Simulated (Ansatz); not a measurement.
AlAu:

```
Au Al
1.0
     3.22394    0.00000    0.00000
     0.00000    3.22394    0.00000
     0.00000    0.00000    3.22394
Au Al
1 1
Direct
  0.50000 0.50000 0.50000
  0.00000 0.00000 0.00000
```

The cell comes from a database or a generator and needn't be the stable form of this composition.

| Quantity | Value |
| --- | --- |
| Program | Ansatz 0.2.0 |
| Task | relaxation of cell and atoms |
| Functional | PBEsol |
| Potentials or basis | Ansatz PAW |
| Cutoff | 420 eV (not typed: the program's choice for these potentials) |
| k mesh | 8 × 8 × 8 |
| Occupations | fermi-dirac, width 0.05 eV |
| Spin | no spin polarisation |

At the start: volume 16.75 Å³/atom.

Q: How do energy, volume and symmetry change on relaxing?

A: It ends after 5 steps and the volume is 16.02 Å³/atom (-4.4 %); space group Pm-3m (No. 221, to 0.05 Å).

Step by step:
```tsv
step	energy change (eV)	largest force (eV/Å)	volume (Å³)
1	0.0000	0.0000	33.51
2	-0.0065	0.0000	30.84
3	-0.0252	0.0000	32.14
4	-0.0254	0.0000	32.03
5	-0.0250	0.0000	32.03
```

Final structure:
```xyz
2
Lattice="3.1759 0.0000 0.0000 0.0000 3.1759 0.0000 0.0000 0.0000 3.1759" Properties=species:S:1:pos:R:3 pbc="T T T"
Au    1.5880    1.5880    1.5880
Al    0.0000    0.0000    0.0000
```

Caveat: the plane-wave basis is chosen anew once the cell has moved, so the energies of steps on either side of that aren't comparable; the PAW data sets come from PBE, with cores solved anew for the run's functional, which leaves a small shift of forces and pressure.
